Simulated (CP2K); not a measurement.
Crystal: Ti.

```xyz
1
Lattice="2.8423 0.0000 0.0000 -0.9474 2.6797 0.0000 -0.9474 -1.3399 2.3207" Properties=species:S:1:pos:R:3 pbc="T T T"
Ti    0.0000    0.0000    0.0000
```

This isn't the form of Ti at room conditions, which is hcp.

Base run:

```yaml
Program: CP2K 2026.2
Functional: PBE
Potentials_or_basis: POTENTIAL_UZH Ti GTH-PBE-q12; DZVP-MOLOPT-PBE-GTH basis
Density_cutoff: 6123 eV
k_mesh: 11 × 11 × 11
Occupations: fermi-dirac, width 0.05 eV
Spin: no spin polarisation
```

Its results: band gap on the k mesh none (metal or under the smearing width); pressure -2.6 GPa.

Question: After a change of settings the same cell gave: band gap on the k mesh none (metal or under the smearing width); pressure -3.7 GPa. Which change was it?
A. potentials or basis from POTENTIAL_UZH Ti GTH-PBE-q12; DZVP-MOLOPT-PBE-GTH basis to POTENTIAL_UZH Ti GTH-PBE-q12; ccGRB-D basis; basis sets from Ti DZVP-MOLOPT-PBE-GTH-q12 to Ti ccGRB-D-q12
B. potentials or basis from POTENTIAL_UZH Ti GTH-PBE-q12; DZVP-MOLOPT-PBE-GTH basis to POTENTIAL_UZH Ti GTH-PBE-q12; TZVP-MOLOPT-PBE-GTH basis; basis sets from Ti DZVP-MOLOPT-PBE-GTH-q12 to Ti TZVP-MOLOPT-PBE-GTH-q12
C. potentials or basis from POTENTIAL_UZH Ti GTH-PBE-q12; DZVP-MOLOPT-PBE-GTH basis to POTENTIAL_UZH Ti GTH-PBE-q12; TZV2P-MOLOPT-PBE-GTH basis; basis sets from Ti DZVP-MOLOPT-PBE-GTH-q12 to Ti TZV2P-MOLOPT-PBE-GTH-q12

Answer: A.

Caveats: the basis of atomic orbitals isn't converged, which shifts pressures, moduli and gaps.
